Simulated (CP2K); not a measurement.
Crystal: AlN.

```
CELL_PARAMETERS angstrom
3.08863 0.00000 0.00000
1.54432 2.67483 0.00000
1.54432 0.89161 2.52186
ATOMIC_POSITIONS crystal
Al 0.00000 0.00000 0.00000
N 0.25000 0.25000 0.25000
```

Measurements of this composition are mostly on another form, of space group No. 186.

Base run:

```yaml
Program: CP2K 2026.2
Functional: vdW-DF-cx
Potentials_or_basis: POTENTIAL_UZH Al GTH-PBE-q3, N GTH-PBE-q5; TZVP-MOLOPT-PBE-GTH basis
Density_cutoff: 9184 eV
k_mesh: 10 × 10 × 10
Occupations: fermi-dirac, width 0.05 eV
Spin: no spin polarisation
```

Its results: band gap on the k mesh 3.31 eV, indirect (least direct gap 4.22 eV); pressure 2.8 GPa.

Q: After a change of settings the same cell gave: band gap on the k mesh 3.77 eV, indirect (least direct gap 4.69 eV); pressure -0.6 GPa. Which change was it?
A. functional from vdW-DF-cx to MS2
B. functional from vdW-DF-cx to PBE
C. functional from vdW-DF-cx to LDA; eps_default from 1.0E-9 to 1.0E-10
D. functional from vdW-DF-cx to PBEsol; eps_default from 1.0E-9 to 1.0E-10

A: A.

Caveats: the potentials were made for another functional, which shifts forces and pressure; the basis of atomic orbitals isn't converged, which shifts pressures, moduli and gaps.

Not every run made on this cell is shown here.
